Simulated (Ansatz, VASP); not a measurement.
# HfO2: VASP beside Ansatz, part 2 of 2

Wanted: the spread between two codes on one cell, functional and k mesh. The structure shown is the end of the Ansatz relaxation below.

VASP 6.6.1 and Ansatz 0.2.0.

So far: The starting structure; Ansatz: relaxation, PBEsol; VASP: single point, PBEsol.

## Step 3: VASP: single point, PBEsol (continued)

Level of this step: PBEsol; plane waves and PAW (Hf_pv, O) (VASP).

Numbers of over 12 decimals in the logs are rounded to 6 here.

From OUTCAR (step 3):

```text
ion  position               nearest neighbor table
   1  0.966  0.730  0.760-   7 2.00   5 2.08  10 2.08   9 2.13  11 2.13   8 2.14  12 2.17   4 3.31
                             4 3.31   2 3.36   2 3.36   3 3.43   3 3.43   2 3.63   2 3.63   3 3.70
   2  0.034  0.270  0.260-   8 2.00   6 2.08   9 2.08  10 2.13  12 2.13   7 2.14  11 2.17   3 3.31
                             3 3.31   1 3.36   1 3.36   4 3.43   4 3.43   1 3.63   1 3.63   4 3.70
   3  0.466  0.270  0.760-   5 2.00   7 2.08  12 2.08  11 2.13   9 2.13   6 2.14  10 2.17   2 3.31
                             2 3.31   4 3.36   4 3.36   1 3.43   1 3.43   4 3.63   4 3.63   1 3.70
   4  0.534  0.730  0.260-   6 2.00   8 2.08  11 2.08  12 2.13  10 2.13   5 2.14   9 2.17   1 3.31
                             1 3.31   3 3.36   3 3.36   2 3.43   2 3.43   3 3.63   3 3.63   2 3.70
   5  0.620  0.915  0.876-   3 2.00   1 2.08   4 2.14
   6  0.380  0.085  0.376-   4 2.00   2 2.08   3 2.14
   7  0.120  0.085  0.876-   1 2.00   3 2.08   2 2.14
   8  0.880  0.915  0.376-   2 2.00   4 2.08   1 2.14
   9  0.758  0.452  0.009-   2 2.08   1 2.13   3 2.13   4 2.17
  10  0.242  0.548  0.509-   1 2.08   2 2.13   4 2.13   3 2.17
  11  0.258  0.548  0.009-   4 2.08   3 2.13   1 2.13   2 2.17
  12  0.742  0.452  0.509-   3 2.08   4 2.13   2 2.13   1 2.17

  LATTYP: Found a simple orthorhombic cell.
 ALAT       =     4.9148809201
 B/A-ratio  =     1.0010678754
 C/A-ratio  =     1.0466012362

 Subroutine GETGRP returns: Found  4 space group operations
 (whereof  1 operations were pure point group operations)

The static configuration has the point symmetry C_1 .
 The point group associated with its full space group is C_2v.

 Found     64 irreducible k-points:

   k-points           NKPTS =     64   k-points in BZ     NKDIM =     64   number of bands    NBANDS=     56

   dimension x,y,z NGX =    42 NGY =   40 NGZ =   40
   dimension x,y,z NGXF=    84 NGYF=   80 NGZF=   80

   ENCUT  =  600.0 eV  44.10 Ry    6.64 a.u.  10.27  9.83  9.82*2*pi/ulx,y,z

   NELECT =      88.0000    total number of electrons

 k-points in reciprocal lattice and weights: Automatic mesh
   0.00000000  0.00000000  0.00000000       0.005
   0.16666667  0.00000000  0.00000000       0.009
   0.33333333  0.00000000  0.00000000       0.009
   0.50000000  0.00000000  0.00000000       0.005
   0.00000000  0.16666667  0.00000000       0.009
   0.16666667  0.16666667  0.00000000       0.019
   0.33333333  0.16666667  0.00000000       0.019
   0.50000000  0.16666667  0.00000000       0.009
   0.00000000  0.33333333  0.00000000       0.009
[...]
0.33333333  0.50000000  0.50000000       0.009
   0.50000000  0.50000000  0.50000000       0.005

 average (electrostatic) potential at core
       1 -36.2920       2 -36.2920       3 -36.2920       4 -36.2920       5 -69.2969
       6 -69.2969       7 -69.2969       8 -69.2969       9 -69.7785      10 -69.7785
      11 -69.7785      12 -69.7785

 E-fermi :   6.1152

 k-point     1 :       0.0000    0.0000    0.0000
  band No.  band energies     occupation
    ...
     40       3.0447      2.00000
     41       3.2812      2.00000
     42       3.7472      2.00000
     43       3.8122      2.00000
     44       3.8278      2.00000
     45       8.9938      0.00000
     46       9.2421      0.00000
     47       9.2843      0.00000
     48       9.8435      0.00000
     49       9.9237      0.00000
    ...

 k-point     2 :       0.1667    0.0000    0.0000
  band No.  band energies     occupation
    ...
     40       3.1567      2.00000
     41       3.3137      2.00000
     42       3.5297      2.00000
     43       3.6834      2.00000
     44       3.6927      2.00000
     45       9.0290      0.00000
     46       9.2796      0.00000
     47       9.3333      0.00000
     48       9.8137      0.00000
     49       9.9021      0.00000
    ...

 k-point     3 :       0.3333    0.0000    0.0000
  band No.  band energies     occupation
    ...
     40       3.2876      2.00000
     41       3.2964      2.00000
     42       3.3866      2.00000
     43       3.4328      2.00000
     44       3.5652      2.00000
     45       9.1174      0.00000
     46       9.2785      0.00000
     47       9.5354      0.00000
     48       9.7464      0.00000
     49       9.7741      0.00000
    ...

  Total        8.5516529      8.7575523      8.7764505      0.0000000      0.0000000      0.0000000
  in kB      110.1480667    112.8001174    113.0435323      0.0000000      0.0000000      0.0000000
  external PRESSURE =     111.9972388 kB  Pullay stress =       0.0000000 kB

  energy-cutoff  :      600.00
  volume of cell :      124.39
      direct lattice vectors                 reciprocal lattice vectors
     5.143920447  0.000000000  0.000000000     0.194404251  0.000000000  0.000000000
     0.000000000  4.920129401  0.000000000     0.000000000  0.203246687  0.000000000
     0.000000000  0.000000000  4.914880920     0.000000000  0.000000000  0.203463729

 POSITION                                       TOTAL-FORCE (eV/Angst)
 -----------------------------------------------------------------------------------
      4.96987      3.59281      3.73315        -0.040596     -0.024561     -0.054890
      0.17405      1.32732      1.27571         0.040596      0.024561     -0.054890
      2.39791      1.32732      3.73315        -0.040596      0.024561     -0.054890
      2.74601      3.59281      1.27571         0.040596     -0.024561     -0.054890
      3.18993      4.50092      4.30429         0.048747      0.012180      0.029559
      1.95400      0.41921      1.84685        -0.048747     -0.012180      0.029559
      0.61796      0.41921      4.30429         0.048747     -0.012180      0.029559
      4.52596      4.50092      1.84685        -0.048747      0.012180      0.029559
      3.89716      2.22300      0.04262        -0.002083      0.039815      0.025331
      1.24677      2.69713      2.50006         0.002083     -0.039815      0.025331
      1.32519      2.69713      0.04262        -0.002083     -0.039815      0.025331
      3.81873      2.22300      2.50006         0.002083      0.039815      0.025331
 -----------------------------------------------------------------------------------
    total drift:                                0.000000      0.000000     -0.000782

  FREE ENERGIE OF THE ION-ELECTRON SYSTEM (eV)
  ---------------------------------------------------
  free  energy   TOTEN  =      -126.9017779839 eV

  energy  without entropy=     -126.9017779839  energy(sigma->0) =     -126.90177798

 total charge
# of ion       s       p       d       tot
------------------------------------------
    1        0.333   6.711   1.586   8.630
    2        0.333   6.711   1.586   8.630
    3        0.333   6.711   1.586   8.630
    4        0.333   6.711   1.586   8.630
    5        1.556   3.551   0.000   5.107
    6        1.556   3.551   0.000   5.107
    7        1.556   3.551   0.000   5.107
    8        1.556   3.551   0.000   5.107
    9        1.554   3.581   0.000   5.135
   10        1.554   3.581   0.000   5.135
   11        1.554   3.581   0.000   5.135
   12        1.554   3.581   0.000   5.135
--------------------------------------------------
tot         13.772  55.372   6.345  75.489

[... 3 further parts left out ...]
```

The run ends at a pressure of 11.20 GPa, with forces up to 0.073 eV/Å.

## Step 4: Differences

Known differences besides the potentials themselves: the data sets hold 152 valence electrons in Ansatz (on its PAW soft_1 files) and 88 in VASP; Ansatz makes its cores anew for this functional, VASP keeps those of its PBE data sets; Ansatz's pressure holds a Pulay correction, VASP's none. Total energies have different zeros and are not compared.

Compared:

```csv
quantity,Ansatz,VASP,difference
pressure (GPa),15.00,11.20,+3.80
gap on the k mesh (eV),4.586,4.575,+0.011
```

Forces on 7 of the 12 atoms, those with the largest forces and the largest differences (eV/Å; atoms numbered as in POSCAR):

```csv
atom,"Ansatz x, y, z","VASP x, y, z"
Hf1,"0.001, 0.000, 0.000","-0.041, -0.025, -0.055"
Hf2,"-0.001, 0.000, 0.000","0.041, 0.025, -0.055"
Hf3,"0.001, 0.000, 0.000","-0.041, 0.025, -0.055"
Hf4,"-0.001, 0.000, 0.000","0.041, -0.025, -0.055"
O5,"0.000, 0.000, 0.000","0.049, 0.012, 0.030"
O6,"0.000, 0.000, 0.000","-0.049, -0.012, 0.030"
O7,"0.000, 0.000, 0.000","0.049, -0.012, 0.030"
```

The forces differ by 35 meV/Å r.m.s., where the r.m.s. force is 0.000 eV/Å in Ansatz and 0.035 eV/Å in VASP: the atoms lie near their places of rest in Ansatz, so a percentage would say little (all taken over all components). A gap on the mesh is an upper bound, since the band edges may lie between its points; neither run holds spin-orbit coupling, which can move the band edges of a compound of Hf.

## Step 5: Outcome

```
r.m.s. force difference (single point, PBEsol) : 35 meV/Å
difference in pressure (single point, PBEsol)  : 3.8 GPa
```

The difference in pressure is 3.8 GPa (single point, PBEsol), beyond the 1 GPa picked in this series as the mark of a large difference. The data sets hold unlike numbers of valence electrons (152 in Ansatz and 88 in VASP), so part of the differences comes from the potentials. By the marks of this series, far apart in the single point, PBEsol pair: the r.m.s. force difference, 35 meV/Å and the difference in pressure, 3.8 GPa. What causes the difference of the single point, PBEsol pair stays open here. 2 further runs of this series are not shown here. Such differences can come from data sets, numerical settings and the points named under the comparisons, not from the functional's error against experiment.

[Lines on the potential files, build, host, timing and source positions are cut from VASP's logs without a mark.]

[Logs are printed without paths, hosts, clocks, repeated set-up lines and the standing remarks that a program may print on its own settings, such as how far it seeks lower states.]

[Hosts, paths, dates, database ids (printed as entryN), source tags and the programs' standing remarks are cut or masked in the printed files.]
